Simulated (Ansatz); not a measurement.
InCuS2 (chalcopyrite)

```
InCuS2
1.0
   -2.76098     2.76098     5.56516
    2.76098    -2.76098     5.56516
    2.76098     2.76098    -5.56516
Cu In S
2 2 4
Direct
  0.75000   0.25000   0.50000
  0.00000   0.00000   0.00000
  0.25000   0.75000   0.50000
  0.50000   0.50000   0.00000
  0.09666   0.12500   0.47166
  0.65334   0.62500   0.52834
  0.37500   0.90334   0.02834
  0.87500   0.34666   0.97166
```

The slice is a (1 0 -1) plane (indices of the conventional cell) through the point (0.875, 0.347, 0.972) (fractional), spanned by u = [101] and v = [121] in vectors of this cell: u (5.52 Å) and v (12.42 Å, at 90° to u). It covers one period; positions are fractions (u, v).

All values below come from r2SCAN (plane waves to 500 eV, PAW, scalar-relativistic; Ansatz, a quantum-chemistry and plane-wave program). k mesh 9×9×9. Inside the PAW spheres the values are not all-electron values, and peaks at nuclei hang on which shells count as valence. InCuS2 is run without spin polarisation. InCuS2 was relaxed with its symmetry unable to fall.

Problem. Predict the map of the electron localisation function (ELF) on the slice.

Solution. 
```
|x@@-.    =%%|
|@@:...   .*%|
|+:.::..   .=|
|..:x:.::    |
|..::..=-.   |
|=:...-+=. .-|
|##-..:-:..:*|
|%%+.  ..:::*|
|%#+    .-::=|
|++:   ..::::|
|:.  :+*=.::.|
|   :#@@@*:..|
|   =@@x@@+. |
|  .*@xxx@*. |
|   =%%x@@-. |
|   .*%@@:...|
|.   .=+:.::.|
|::    ..:x:.|
|=-.   ..::..|
|+=. .-=:...-|
|-:..:*##-..:|
|..:::*%%+.  |
| .-::=%#+   |
|..::::++:   |
|*=.::.:.  :+|
|@@*:..   :#@|
|x@@+.    =@@|
|xx@*.   .*@x|
```
Scale: ten equal steps from 0.02 (start of ' ') to 0.86 (end of '@'), in the order ' .:-=+*#%@'. Values: electron localisation function (ELF). The map has 12 points along u (one character each, u = 0 at the left) and 28 along v (v = 0 in the bottom row). Points within 0.5 Å of a nucleus are blanked (x), as the pseudised field means little there.
